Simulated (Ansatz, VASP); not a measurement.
Two plane-wave programs on HfC

```
CELL_PARAMETERS angstrom
3.31611 0.00000 0.00000
-1.65806 2.87184 0.00000
0.00000 0.00000 5.27649
ATOMIC_POSITIONS crystal
Hf 0.33333 0.66667 0.25000
Hf 0.66667 0.33333 0.75000
C 0.00000 0.00000 0.00000
C 0.00000 0.00000 0.50000
```

Change from the starting cell: the structure that the rattled cell fell into.

Alike in both runs: functional PBE; k mesh 6 × 6 × 4; occupations gaussian, width 0.1 eV; no spin polarisation.

Ansatz relaxed the structure, and its values are those at the end. VASP's run is a single point on that final structure, the one shown.

|  | VASP | Ansatz |
| --- | --- | --- |
| version | VASP 6.6.1 | Ansatz 0.2.0 |
| potentials or method | VASP PAW PBE potentials, release 64 (Hf_pv, C) | scalar-relativistic, plane waves, PAW |
| plane-wave cutoff (eV) | 520 | 420 |
| valence electrons in the cell | 28 | 60 |

Ansatz gave:

| Quantity | Value |
| --- | --- |
| gap on the k mesh at the Fermi level (eV) | none |
| pressure (GPa) | 0.0 |

Problem. What did VASP give for the same quantities?

Solution. gap on the k mesh at the Fermi level (eV): none; pressure (GPa): -0.7.

A gap of «none» marks a metal or a gap that the smearing closes. With one functional, cell and mesh, what is left measures potentials, basis and numerics. The two sets of potentials don't hold the same shells in valence.

Caveats: the k mesh is coarse (spacing up to 0.36 Å⁻¹), so the values aren't converged. Spin-orbit coupling is left out, which matters for the levels of Hf.
